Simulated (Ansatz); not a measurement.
# Na₂Cl: what symmetry allows forces and stress to be

```yaml
crystal:
  lattice:
    - [3.48486, 0.00000, 0.02361]
    - [0.00000, 3.44521, 0.00000]
    - [0.08361, 0.00000, 12.43731]
  atoms:
    - { symbol: Na, position: [0.95767, 0.00000, 0.22194] }
    - { symbol: Na, position: [0.04233, 0.00000, 0.77806] }
    - { symbol: Na, position: [0.00000, 0.00000, 0.50000] }
    - { symbol: Na, position: [0.50000, 0.50000, 0.00000] }
    - { symbol: Cl, position: [0.48717, 0.50000, 0.36210] }
    - { symbol: Cl, position: [0.51283, 0.50000, 0.63790] }
```

Computed with DFT PBEsol, scalar-relativistic, plane waves, PAW in Ansatz.

Plane waves to 420 eV, a k mesh through Γ of 10×10×4 on the computed 6-atom cell and Gaussian smearing (0.10 eV); no spin polarisation.

This distorted cell has space group P2/m, with 4 operations.

Task: Without a calculation: in which directions can each atom feel a force?

Result: A force must be left unchanged by every operation that keeps its atom in place, so it lies in the space that those operations leave fixed. Atoms that the group maps onto each other feel forces of one size.
| atom | site symmetry | operations at the site | equivalent to atom | allowed force (Cartesian) |
| --- | --- | --- | --- | --- |
| Na1 | m | 2 | 1 | in the plane normal to (0.00, 1.00, 0.00) |
| Na2 | m | 2 | 1 | in the plane normal to (0.00, 1.00, 0.00) |
| Na3 | 2/m | 4 | 3 | none |
| Na4 | 2/m | 4 | 4 | none |
| Cl5 | m | 2 | 5 | in the plane normal to (0.00, 1.00, 0.00) |
| Cl6 | m | 2 | 5 | in the plane normal to (0.00, 1.00, 0.00) |

That leaves 4 independent force components of 18. A relaxation in this cell that keeps the symmetry moves the atoms in these directions alone.

Task: And the stress tensor?

Result: It must be invariant under the point group, which leaves 4 independent components: yz, xy vanish.

Task: Do the computed values obey this?

Result: Yes. Forces (eV/Å):
```
Na1  0.037  0.000  0.279
Na2 -0.037  0.000 -0.279
Na3  0.000  0.000  0.000
Na4  0.000  0.000  0.000
Cl5 -0.024  0.000 -0.129
Cl6  0.024  0.000  0.129
```

Stress (GPa, compression positive, xx yy zz yz xz xy): 0.12 0.64 0.53 0.00 0.04 0.00. The program imposes the same operations on density, forces and stress, so this confirms the analysis and is no independent test of the calculation.

Spin polarisation was left out, and a magnetic state may lie lower.